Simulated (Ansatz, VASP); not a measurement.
This is a calculation of TiAl for VASP 6.6.1.

The input INCAR:

```
SYSTEM = TiAl
PREC = Accurate ; ENCUT = 520
EDIFF = 1E-6 ; ISMEAR = 0
SIGMA = 0.05 ; LREAL = .FALSE.
LASPH = .TRUE. ; NELM = 60
ALGO = Fast ; ISIF = 2
LWAVE = .FALSE. ; LCHARG = .FALSE.
GGA = PE ; NBANDS = 14
```

KPOINTS

```
Automatic mesh
0
G
  11 11 6
  0 0 0
```

File POSCAR:

```
TiAl
1.0
    2.9049936943      0.0000000000      0.0000000000
   -1.4524968471      2.5157983370      0.0000000000
    0.0000000000      0.0000000000      4.7396437833
Ti Al
1 1
Direct
    0.0000000000      0.0000000000      0.0000000000
    0.3333333333      0.6666666667      0.5000000000
```

Potentials or basis: VASP PAW PBE potentials, release 64 (Ti_sv, Al).

Launch:

```console
$ cat potpaw_PBE.64/Ti_sv/POTCAR potpaw_PBE.64/Al/POTCAR > POTCAR
$ mpirun -np 1 vasp_std > vasp.out
```

**Question.** Translate it to Ansatz 0.2.0. Potentials there: all-electron LAPW, scalar-relativistic.

**Answer.** As run (the cutoff follows the program's own potentials):

Contents of input.yaml:

```yaml
crystal:
  lattice:
    - [2.9049936943, 0.0, 0.0]
    - [-1.4524968471, 2.515798337, 0.0]
    - [0.0, 0.0, 4.7396437833]
  atoms:
    - { symbol: Ti, position: [0.0, 0.0, 0.0] }
    - { symbol: Al, position: [0.3333333333, 0.6666666667, 0.5] }
kpoints:
  mp_grid: { grid: [11, 11, 6] }
scf:
  occupations: { method: gaussian, width: 0.05 }
hamiltonian:
  xc: pbe
  pseudopotentials: { kind: all_electron, lapw: { basis_error: 0.001 } }
output:
  forces: true
  stress: true
  eigenvalues: true
```

Potentials or basis: all-electron LAPW, scalar-relativistic.

The run is started by

```bash
$ ansatz run input.yaml --threads 1 --pin off --max-ram 3072MiB --backend cpu --events-out ev --progress --plain --runs-dir out
```

Both were run:

|  | VASP | Ansatz | Ansatz less VASP |
| --- | --- | --- | --- |
| gap on the k mesh at the Fermi level (eV) | none | none | - |
| pressure (GPa) | -3.8 | -3.7 | +0.06 |
| largest component of the traceless stress (GPa) | 1.46 | 1.51 | +0.047 |

A gap of «none» marks a metal or a gap that the smearing closes. Ansatz ran all-electron here, so the differences hold the error of VASP's frozen core and of both bases.
